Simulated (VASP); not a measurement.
Wanted: the native input for a VASP 6.6.1 run.

* Task: band structure
* Functional: TB-mBJ
* Potentials or basis: VASP PAW PBE potentials, release 64 (Cd, O)
* Cutoff: 520 eV
* k mesh: 12 × 12 × 12
* Occupations: gaussian, width 0.03 eV
* Spin: spin-orbit coupling, no magnetisation
* Further INCAR settings: ALGO = Normal; EDIFF = 1e-06

The system is CdO (Monteponite).

```
Cd O
1.0
     0.00000    2.35240    2.35240
     2.35240    0.00000    2.35240
     2.35240    2.35240    0.00000
Cd O
1 1
Direct
  0.00000 0.00000 0.00000
  0.50000 0.50000 0.50000
```

The input as run:

POSCAR

```
CdO                                     
1.0
    0.0000000000      2.3523961157      2.3523961157
    2.3523961157      0.0000000000      2.3523961157
    2.3523961157      2.3523961157      0.0000000000
  Cd              O             
     1     1
Direct
     0.0000000000000000    0.0000000000000000    0.0000000000000000
     0.5000000000000000    0.5000000000000000    0.5000000000000000
```

INCAR.step1

```
ALGO = Normal
EDIFF = 1E-5
ENCUT = 520
GGA = PE
GGA_COMPAT = F
ISIF = 2
ISMEAR = 0
KPAR = 4
LASPH = T
LCHARG = F
LORBIT = 11
LREAL = F
LSORBIT = T
LWAVE = T
MAGMOM = 0 0 0 0 0 0
NELM = 80
PREC = Accurate
SIGMA = 0.03
```

INCAR.step2

```
ALGO = Normal
EDIFF = 1E-6
ENCUT = 520
GGA_COMPAT = F
ISIF = 2
ISMEAR = 0
ISTART = 1
KPAR = 4
LASPH = T
LCHARG = F
LORBIT = 11
LREAL = F
LSORBIT = T
LWAVE = F
MAGMOM = 0 0 0 0 0 0
METAGGA = MBJ
NELM = 80
PREC = Accurate
SIGMA = 0.03
```

KPOINTS

```
k-points
0
Gamma
  12 12 12
```

KPOINTS_OPT

```
explicit points
252
Reciprocal
 0.0000000000  0.0000000000  0.0000000000 1
 0.0357142857  0.0000000000  0.0357142857 1
 0.0714285714  0.0000000000  0.0714285714 1
 0.1071428571  0.0000000000  0.1071428571 1
 0.1428571429  0.0000000000  0.1428571429 1
 0.1785714286  0.0000000000  0.1785714286 1
[... 244 lines left out ...]
 0.4907455900  0.0092544100  0.5000000000 1
 0.5092544100 -0.0092544100  0.5000000000 1
```

Potentials or basis: VASP PAW PBE potentials, release 64 (Cd, O).

Launch:

```console
$ cat potpaw_PBE.64/Cd/POTCAR potpaw_PBE.64/O/POTCAR > POTCAR
$ cp INCAR.step1 INCAR
$ mpirun -np 4 vasp_ncl > vasp.out
$ cp INCAR.step2 INCAR
$ mpirun -np 4 vasp_ncl > vasp.out
```

Results of the run:

```json
{
  "Valence electrons inside the program's atomic spheres": "Cd 10.10; O 5.19"
}
```

Run time: 2.6 min on 4 MPI ranks on Intel(R) Xeon(R) 6975P-C (Granite Rapids), on a shared host, peak memory 0.36 GiB a rank.
